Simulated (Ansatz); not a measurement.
Input file:

```yaml
crystal:
  lattice:
    - [-4.764818, -4.764818, 0.0]
    - [4.764818, -4.764818, 0.0]
    - [0.0, 0.0, 6.415]
  atoms:
    - { symbol: Sn, position: [0.0, 0.5, 0.24999998] }
    - { symbol: Sn, position: [0.5, 0.5, 0.0] }
    - { symbol: O, position: [0.0, 0.1940277, 0.24999998] }
    - { symbol: O, position: [0.0, 0.80597231, 0.24999998] }
    - { symbol: O, position: [0.1940277, 0.5, 0.0] }
    - { symbol: O, position: [0.80597231, 0.5, 0.0] }
    - { symbol: Sn, position: [0.0, 0.5, 0.74999995] }
    - { symbol: Sn, position: [0.5, 0.5, 0.49999996] }
    - { symbol: O, position: [0.0, 0.1940277, 0.74999995] }
    - { symbol: O, position: [0.0, 0.80597231, 0.74999995] }
    - { symbol: O, position: [0.1940277, 0.5, 0.49999996] }
    - { symbol: O, position: [0.80597231, 0.5, 0.49999996] }
    - { symbol: Sn, position: [0.5, 0.0, 0.24999998] }
    - { symbol: Sn, position: [0.0, 0.0, 0.0] }
    - { symbol: O, position: [0.5, 0.69402771, 0.24999998] }
    - { symbol: O, position: [0.5, 0.3059723, 0.24999998] }
    - { symbol: O, position: [0.69402771, 0.0, 0.0] }
    - { symbol: O, position: [0.3059723, 0.0, 0.0] }
    - { symbol: Sn, position: [0.5, 0.0, 0.74999995] }
    - { symbol: Sn, position: [0.0, 0.0, 0.49999996] }
    - { symbol: O, position: [0.5, 0.69402771, 0.74999995] }
    - { symbol: O, position: [0.5, 0.3059723, 0.74999995] }
    - { symbol: O, position: [0.69402771, 0.0, 0.49999996] }
    - { symbol: O, position: [0.3059723, 0.0, 0.49999996] }
    - { symbol: H, position: [0.7554269, 0.25453492, -0.12026652] }
total_charge: 1
basis:
  ecutwfc: 420.0
kpoints:
  mp_grid: { grid: [2, 2, 2] }
hamiltonian:
  xc: pbe
  dispersion: d3bj
  pseudopotentials: { kind: paw, azcp: { folder: soft_1 } }
scf:
  occupations: { method: fermi_dirac, width: 0.05 }
  lower_state_search: "off"
relax:
  f_tol: 0.03
  max_steps: 60
  adjacent_minimum: "off"
```

Command:

```bash
$ ansatz run input.yaml --threads 2 --pin off --max-ram 5120MiB --backend cpu --events-out ev --progress --plain --runs-dir out
```

Hardware: 2 threads of Intel(R) Xeon(R) Platinum 8488C (Sapphire Rapids), with other jobs on the host.

Roughly how long does this run take, and how much memory?

66 s, with a peak of 0.86 GiB, for 11 ionic steps.
